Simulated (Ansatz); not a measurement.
# Sr in Ansatz: the effect of functional

Crystal: Sr.

```xyz
1
Lattice="0.0000 3.0824 3.0824 3.0824 0.0000 3.0824 3.0824 3.0824 0.0000" Properties=species:S:1:pos:R:3 pbc="T T T"
Sr    0.0000    0.0000    0.0000
```

The cell isn't the ideal one: volume scaled by 1.04.

Alike in all runs:

| Property | Result |
| --- | --- |
| Program | Ansatz 0.2.0 |
| Task | single point |
| Potentials or basis | Ansatz PAW |
| k mesh | 8 × 8 × 8 |
| Occupations | fermi-dirac, width 0.05 eV |
| Spin | no spin polarisation |

Task: One run gave: pressure -1.9 GPa. Which functional did it use?
A. r2SCAN
B. PBEsol
C. LDA

Result: C.

```tsv
functional	cutoff	pressure (GPa)
LDA	420 eV (not typed: the program's choice for these potentials)	-1.9
PBEsol	420 eV (not typed: the program's choice for these potentials)	-1.2
r2SCAN	500 eV (not typed: the program's choice for these potentials)	-0.4
```

Caveats: the PAW data sets come from PBE, with cores solved anew for the run's functional, which leaves a small shift of forces and pressure.
